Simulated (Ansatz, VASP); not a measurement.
# NaI in VASP and in Ansatz

```
CELL_PARAMETERS angstrom
0.00000 3.32867 3.32867
3.32867 0.00000 3.32867
3.32867 3.32867 0.00000
ATOMIC_POSITIONS crystal
Na 0.50000 0.50000 0.50000
I 0.00000 0.00000 0.00000
```

Alike in both runs: task single point; functional PBE; k mesh 6 × 6 × 6; occupations gaussian, width 0.02 eV; no spin polarisation.

```csv
,VASP,Ansatz
version,VASP 6.6.1,Ansatz 0.2.0
potentials or method,"VASP PAW PBE potentials, release 64 (Na_pv, I)","scalar-relativistic, plane waves, PAW"
plane-wave cutoff (eV),520,420
valence electrons in the cell,14,26
```

VASP gave:

| Property | Result |
| --- | --- |
| gap on the k mesh at the Fermi level (eV) | 3.43 |
| least direct gap on the mesh (eV) | 3.43 |
| pressure (GPa) | -0.7 |

Q: Estimate Ansatz's values.

A: gap on the k mesh at the Fermi level (eV): 3.44; least direct gap on the mesh (eV): 3.44; pressure (GPa): -0.8.

With one functional, cell and mesh, what is left measures potentials, basis and numerics. The two sets of potentials don't hold the same shells in valence.

Caveats: spin-orbit coupling is left out, which moves the levels of the heavy elements. Expect the measured gap to be larger: semilocal functionals such as PBE lack the derivative discontinuity.
